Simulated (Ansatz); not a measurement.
A crystal relaxed with r2SCAN in Ansatz has space group C2/m (No. 12) and a = 14.164 Å, b = 2.963 Å, c = 4.701 Å, β = 91.5°.

| atom | site | x | y | z |
| --- | --- | --- | --- | --- |
| Xx | 4i | 0.8418 | 0.5000 | 0.9843 |
| Xx | 2c | 0.5000 | 0.5000 | 0.5000 |
| O | 4i | 0.9368 | 0.5000 | 0.6881 |
| O | 4i | 0.7755 | 0.0000 | 0.7993 |
| O | 4i | 0.5982 | 0.5000 | 0.8042 |

r2SCAN gives an indirect gap of 2.63 eV, from k = (0, 0.047, 0.240) to Γ; the least direct gap is 2.68 eV at Y₂–Γ (0.75 of the way from Y₂). The HSE06 gap is indirect, 3.81 eV (k = (0, 0.047, 0.240) to Γ), below the direct gap of 3.87 eV at Y₂–Γ (0.75 of the way from Y₂). Meshes: r2SCAN 8×6×8, HSE06 6×4×6.

**Question.** Which element is Xx?
A. Hf
B. Ti
C. Sn
D. Zr

**Answer.** B. Xx is Ti: TiO2 (C2/m) from a database structure. Ti has 6 O at 1.95–1.97 Å and 4 Ti at 2.96–3.00 Å; Ti has 6 O at 1.95–1.97 Å and 2 Ti at 2.96 Å; O has 3 Ti at 1.95–1.96 Å; O has 3 Ti at 1.95–1.97 Å; O has 3 Ti at 1.97 Å.

The values are computed, spin-unpolarised, and not measurements.

Where an edge lies off the special points, it is a point of the mesh or the k point where a search put PBE's edge or least direct gap, reused for the other functionals, whose own edges may lie a little apart.

Coordinates of k points refer to the reciprocal vectors of the primitive cell of the runs.

The meshes of the hybrids are coarse, so their gaps aren't converged to the digits shown.
